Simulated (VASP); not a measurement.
## Ca: relaxation of cell and atoms with PBEsol

Ca:

```
CELL_PARAMETERS angstrom
-2.24000 2.24000 2.24000
2.24000 -2.24000 2.24000
2.24000 2.24000 -2.24000
ATOMIC_POSITIONS crystal
Ca 0.00000 0.00000 0.00000
```

This isn't the form of Ca at room conditions, which is fcc.

```json
{"Program": "VASP 6.6.1", "Task": "relaxation of cell and atoms", "Functional": "PBEsol", "Potentials or basis": "VASP PAW PBE potentials, release 64 (Ca_sv)", "Cutoff": "600 eV", "k mesh": "8 × 8 × 8", "Occupations": "fermi-dirac, width 0.05 eV", "Spin": "no spin polarisation", "Target pressure": "20 GPa", "Further INCAR settings": "ALGO = Normal; EDIFF = 1e-07; IBRION = 2; EDIFFG = -0.01; NSW = 40; ISIF = 3"}
```

```json
{
  "Relaxed volume": "23.88 Å³/atom",
  "Relaxed cell": "a = 3.142 Å, b = 3.142 Å, c = 3.142 Å, α = 109.47°, β = 109.47°, γ = 109.47°",
  "Space group after relaxing (to 0.05 Å)": "Im-3m (No. 229)",
  "Energy change on relaxing (the enthalpy is what falls)": "+702.9 meV/atom",
  "Ionic steps": "7",
  "Pressure after relaxing": "20.0 GPa",
  "Band gap on the k mesh": "none (metal or under the smearing width)"
}
```

Step by step:
```
step  energy change (eV)  largest force (eV/Å)  pressure (GPa)  volume (Å³)
   1              0.0000                0.0000           -1.52        44.96
   2              2.5247                0.0000           61.30        16.00
   3              0.6434                0.0000           18.63        24.37
   4              0.6983                0.0000           19.90        23.91
   5              0.7409                0.0000           20.88        23.58
   6              0.6884                0.0000           19.67        23.99
   7              0.7029                0.0000           20.00        23.88
```

Final structure:
```cif
data_structure
_symmetry_space_group_name_H-M 'P 1'
_symmetry_Int_Tables_number 1
_cell_length_a 3.1419
_cell_length_b 3.1419
_cell_length_c 3.1419
_cell_angle_alpha 109.471
_cell_angle_beta 109.471
_cell_angle_gamma 109.471
_cell_volume 23.88
loop_
_atom_site_label
_atom_site_type_symbol
_atom_site_fract_x
_atom_site_fract_y
_atom_site_fract_z
_atom_site_occupancy
Ca1 Ca 0.00000 0.00000 0.00000 1
```

Levels at points of the mesh, in eV from the Fermi level:
```
           k point  band 2  band 3  band 4  band 5  band 6  band 7  band 8  band 9
(0.00, 0.00, 0.00)  -21.26  -21.26  -21.26   -4.67    3.17    3.17    3.17    5.03
(0.50, 0.00, 0.00)  -22.19  -21.54  -21.27   -1.24    1.42    1.48    5.09    5.65
(0.50, 0.50, 0.50)  -21.87  -21.87  -21.87   -0.82   -0.82    6.70    6.70    6.70
```

It took 35 s on 1 thread of Intel(R) Xeon(R) 6975P-C (Granite Rapids), with other jobs on the host, peak memory 0.19 GiB.

Caveat: the cell is relaxed towards a set pressure, so the enthalpy falls and the energy may rise; the volume moved by over 15 % at a fixed basis, so the end points are rough; the PAW data sets were made with another functional, which shifts forces and pressure a little.
